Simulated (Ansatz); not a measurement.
# CdI2-type MnF2

Level of theory: DFT, PBE+U (U_eff = 3.9 eV on Mn 3d), scalar-relativistic, collinear spin; plane waves to 420 eV with PAW datasets (Ansatz 0.2.0), Γ-centred 8×8×6 mesh, 0.05 eV Gaussian smearing; PAW files: Ansatz's generated set soft_2.

```
Mn F
1.0
     3.37431    0.00000    0.00000
    -1.68716    2.92224    0.00000
     0.00000    0.00000    4.95762
Mn F
1 2
Direct
  0.00000 0.00000 0.00000
  0.33333 0.66667 0.19413
  0.66667 0.33333 0.80587
```

The start was a prototype's sites filled with these elements. The Crystallography Open Database lists the compound in space group P42/mnm, so this is a trial structure.

Magnetic state: ferromagnetic, site spin moments Mn 4.30; F 0.07 μB.

The cell is relaxed to zero pressure at this level.

Elastic constants come from the stress of slightly strained cells with relaxed atoms, in GPa, Voigt order xx, yy, zz, yz, xz, xy in the Cartesian frame of the vectors above.

(1) Give the elastic tensor.

Answer:

(1) 
```
101.5  34.3   1.2  -1.2   0.0   0.0
 34.3 101.5   1.2   1.2   0.0   0.0
  1.2   1.2   3.5   0.0   0.0   0.0
 -1.2   1.2   0.0   0.2   0.0   0.0
  0.0   0.0   0.0   0.0   0.2  -1.2
  0.0   0.0   0.0   0.0  -1.2  33.6
```

**Question.** Is the crystal mechanically stable, and what are its polycrystalline moduli?

**Answer.** Barely stable, as one strain costs little beside K, so the averaged shear moduli are uncertain: the smallest eigenvalue of the tensor is 0.2 GPa. Hill averages: K = 17.3 GPa, G = 9.3 GPa, E = 24 GPa, ν = 0.27.

Cost: 2.2 min on 2 threads of Arm Neoverse V1 (shared host), peak memory 0.57 GiB.

With a Hubbard U or exact exchange the result depends on the state in which the open shell ends, and a lower one can't be excluded. Site moments are of spin, integrated over atomic spheres. The moments were started parallel, and the real magnetic order may be another.
